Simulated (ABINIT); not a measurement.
Runs of ABINIT 10.8.3 (patched build) on CoO. The structure is cubic, space group Fm-3m (No. 225). Conventional cell: a = 4.263 Å, b = 4.263 Å, c = 4.263 Å, α = 90.00°, β = 90.00°, γ = 90.00°. Co (site symmetry m-3m) is surrounded by 6 O at 2.13 Å. Around O (site symmetry m-3m) lie 6 Co at 2.13 Å. 

```csv
task,level,potentials or basis,cell,k mesh,cutoff (eV),cell freedom (optcell),optimiser (ionmov),cutoff smearing ecutsm (Ha),force stop (Ha/bohr),fine-grid cutoff,gap on the mesh (eV),pressure (GPa),moment (μB)
relaxation of cell and atoms,PBE,JTH PAW PBE v2.0,relaxed,8 × 8 × 8,707,2,2,0.5,2e-05,1306.15 eV,none,0.0,2.87
single point,PBE,JTH PAW PBE v2.0,cell relaxed,8 × 8 × 8,707,-,-,-,-,1306.15 eV,none,(b),2.87
single point,PBEsol,PseudoDojo NC SR PBEsol v0.4.1 standard,as given,8 × 8 × 8,1143,-,-,-,-,-,none,-13.5,2.97
phonons,PBEsol,PseudoDojo NC SR PBEsol v0.4.1 standard,as given,"6 × 6 × 6, with 4 shifts",1143,-,-,-,-,-,-,-13.2,2.99
single point,LDA,PseudoDojo NC SR LDA v0.4 stringent,as given,8 × 8 × 8,1306,-,-,-,-,-,none,(a),2.85
optical spectrum,LDA,PseudoDojo NC SR LDA v0.4 stringent,as given,"8 × 8 × 8, with 4 shifts",1306,-,-,-,-,-,-,-21.5,2.84
phonons,PBE,JTH PAW PBE v2.0,cell relaxed at zero pressure by an earlier run,"6 × 6 × 6, with 4 shifts",707,-,-,0.5,-,1306.15 eV,-,(c),2.94
```

Alike in all rows: spin collinear, ferromagnetic start; smearing fermi-dirac 0.05 eV.

**Question.** Estimate the missing entries.

**Answer.** (a) -21.3; (b) -0.4; (c) 0.8.

Caveats: a cell with one magnetic atom can't hold antiferromagnetic order, which such compounds often take; semilocal functionals often make such compounds metallic where correlation or magnetic order opens a gap, which also shifts bond lengths (some runs); the mesh is coarse for a metal's response (some runs); so large a pressure means that the cell lies far from this level's equilibrium, or that cutoff or potentials fall short (some runs); some modes are imaginary (some runs); the cell is more than 3 GPa from zero pressure, which shifts response properties (some runs); this build's spin-polarised response under this functional may be imprecise (some runs).

A gap of «none» marks a metal or a gap under the smearing width.
